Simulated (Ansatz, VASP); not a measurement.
LiH: VASP beside Ansatz

INCAR

```
SYSTEM = LiH
PREC     = Accurate       ! precision mode
ENCUT    = 520            ! plane-wave cutoff, eV
EDIFF    = 1E-6           ! SCF threshold, eV
ISMEAR   = 0              ! smearing method
SIGMA    = 0.02           ! smearing width, eV
LREAL    = .False.        ! projectors in reciprocal space
LASPH    = .True.         ! aspherical terms in the spheres
NELM     = 100            ! most SCF steps
ALGO     = Normal         ! electronic algorithm
ISIF     = 2              ! what is computed and relaxed
LWAVE    = .False.        ! write WAVECAR
LCHARG   = .False.        ! write CHGCAR
GGA      = PE             ! functional
NBANDS   = 9              ! bands
```

Contents of KPOINTS:

```
regular mesh
0
Gamma
  10 10 10
  0 0 0
```

POSCAR

```
LiH
1.0
    0.0000000000      1.9198248638      1.9198248638
    1.9198248638      0.0000000000      1.9198248638
    1.9198248638      1.9198248638      0.0000000000
Li H
1 1
Direct
    0.0000000000      0.0000000000      0.0000000000
    0.5000000000      0.5000000000      0.5000000000
```

Input for Ansatz:

```yaml
crystal:
  lattice:
    - [0.0, 1.9198248638, 1.9198248638]
    - [1.9198248638, 0.0, 1.9198248638]
    - [1.9198248638, 1.9198248638, 0.0]
  atoms:
    - { symbol: Li, position: [0.0, 0.0, 0.0] }
    - { symbol: H, position: [0.5, 0.5, 0.5] }
basis:
  ecutwfc: 420
kpoints:
  mp_grid: { grid: [10, 10, 10] }
hamiltonian:
  xc: pbe
scf:
  occupations: { method: gaussian, width: 0.02 }
output:
  forces: true
  stress: true
  eigenvalues: true
```

Alike in both runs: task single point; functional PBE; k mesh 10 × 10 × 10; occupations gaussian, width 0.02 eV; no spin polarisation.

|  | VASP | Ansatz |
| --- | --- | --- |
| version | VASP 6.6.1 | Ansatz 0.2.0 |
| potentials or method | VASP PAW PBE potentials, release 64 (Li_sv, H) | scalar-relativistic, plane waves, PAW |
| plane-wave cutoff (eV) | 520 | 420 |
| valence electrons in the cell | 4 | 4 |

|  | VASP | Ansatz | Ansatz less VASP |
| --- | --- | --- | --- |
| gap on the k mesh at the Fermi level (eV) | 2.87 | 2.87 | +0.005 |
| least direct gap on the mesh (eV) | 2.87 | 2.87 | +0.005 |

The functional is the same, so the differences come from potentials, cutoffs and numerics.

 A k mesh can miss the band edges. As with any semilocal functional, this PBE gap is likely too small.
